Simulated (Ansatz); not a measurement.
MnAs:

```
As Mn
1.0
     3.71000    0.00000    0.00000
    -1.85500    3.21295    0.00000
     0.00000    0.00000    5.69100
As Mn
2 2
Cartesian
  1.8550 1.0710 4.2683
  0.0000 2.1420 1.4227
  0.0000 0.0000 2.8455
  0.0000 0.0000 0.0000
```

Base run:

- Program: Ansatz 0.2.0
- Functional: PBE
- Potentials or basis: Ansatz PAW
- Cutoff: 420 eV
- Density cutoff: 1680 eV
- k mesh: 8 × 8 × 5
- Occupations: fermi-dirac, width 0.05 eV
- Spin: collinear spin, ferromagnetic start
- Starting moments: [0.0, 0.0, 4.0, 4.0] μB

Its results: band gap on the k mesh none (metal or under the smearing width); pressure -3.5 GPa; net moment 6.28 μB per cell; site moments As -0.12; Mn +3.15 μB.

Q: The run is repeated on the same cell with these changes: functional from PBE to r2SCAN; cutoff from 420 eV to 500 eV; density cutoff from 1680 eV to 2000 eV. What comes out?

A: Band gap on the k mesh none (metal or under the smearing width); pressure 1.8 GPa; net moment 7.22 μB per cell; site moments As -0.16; Mn +3.67 μB.

Caveats: only a ferromagnetic start was run, and an antiferromagnetic order may lie lower in energy; the magnetic or orbital state may not be the lowest (some runs); the PAW data sets come from PBE, with cores solved anew for the run's functional, which leaves a small shift of forces and pressure (some runs).

Not every run made on this cell is shown here.
